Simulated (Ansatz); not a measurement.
**CdSe: projected DOS by orbital**

```xyz
2
Lattice="0.0000 3.0703 3.0703 3.0703 0.0000 3.0703 3.0703 3.0703 0.0000" Properties=species:S:1:pos:R:3 pbc="T T T"
Cd    0.0000    0.0000    0.0000
Se    1.5351    1.5351    1.5351
```

Atoms are numbered in the order listed.

The cell is the one relaxed in the Materials Project (mp-2691), not relaxed further here; entries there can be hypothetical.

These are results of DFT, PBE, all-electron LAPW, scalar-relativistic (Ansatz 0.2.0), not measurements.

Sampling and basis: a Γ-centred 8×8×8 k mesh, Fermi–Dirac smearing of 0.03 eV, basis error target 1 meV/atom, no spin polarisation.

States per eV for one atom of each kind, in 0.4 eV bins named by their centres, from the valence-band top, projected on a minimal set of Löwdin-orthogonalised atomic shells; orbitals are real harmonics on the Cartesian axes, equal curves share a column, and empty bins are left out, as is all above 5.6 eV, near the top of the computed bands.

Cd1 4d:

```
# E all dz2=dx2-y2 dxz=dyz=dxy
-12.4 0.02 0.00 0.01
-12.0 0.29 0.00 0.10
-8.0 0.19 0.00 0.06
-7.6 20.34 4.83 3.56
-7.2 3.56 0.11 1.11
-4.0 0.03 0.01 0.00
-3.6 0.05 0.01 0.01
-3.2 0.03 0.00 0.01
-2.8 0.02 0.00 0.01
-2.4 0.03 0.00 0.01
-2.0 0.07 0.01 0.02
-1.6 0.08 0.01 0.02
-1.2 0.10 0.01 0.03
-0.8 0.10 0.01 0.03
-0.4 0.05 0.00 0.02
0.0 0.01 0.00 0.00
```

Se2 4p:

```
# E all pz=px=py
-8.0 0.01 0.00
-7.6 0.52 0.17
-7.2 0.04 0.01
-4.0 1.26 0.42
-3.6 0.92 0.31
-3.2 0.38 0.13
-2.8 0.20 0.07
-2.4 0.56 0.19
-2.0 1.68 0.56
-1.6 2.10 0.70
-1.2 2.19 0.73
-0.8 1.97 0.66
-0.4 0.83 0.28
0.0 0.12 0.04
1.6 0.01 0.00
2.0 0.03 0.01
2.4 0.07 0.02
2.8 0.17 0.06
3.2 0.22 0.07
3.6 0.32 0.11
4.0 0.34 0.11
4.4 0.17 0.06
4.8 0.10 0.03
5.2 0.14 0.05
```

Cd1 5s:

```
# E all
-12.4 0.12
-12.0 0.23
-7.6 0.04
-7.2 0.04
-4.0 0.66
-3.6 0.45
-3.2 0.16
-2.8 0.08
-2.4 0.06
-2.0 0.06
-1.6 0.05
-1.2 0.03
-0.8 0.01
1.2 0.01
1.6 0.02
2.0 0.06
2.4 0.15
2.8 0.34
3.2 0.41
3.6 0.56
4.0 0.54
4.4 0.22
4.8 0.11
5.2 0.14
```

Se2 4s:

```
# E all
-12.4 0.52
-12.0 3.81
-7.6 0.02
-7.2 0.21
-4.0 0.03
-3.6 0.05
-3.2 0.04
-2.8 0.03
-2.4 0.02
-2.0 0.02
-1.6 0.01
-1.2 0.01
1.6 0.01
2.0 0.01
2.4 0.03
2.8 0.05
3.2 0.04
3.6 0.04
4.0 0.02
```
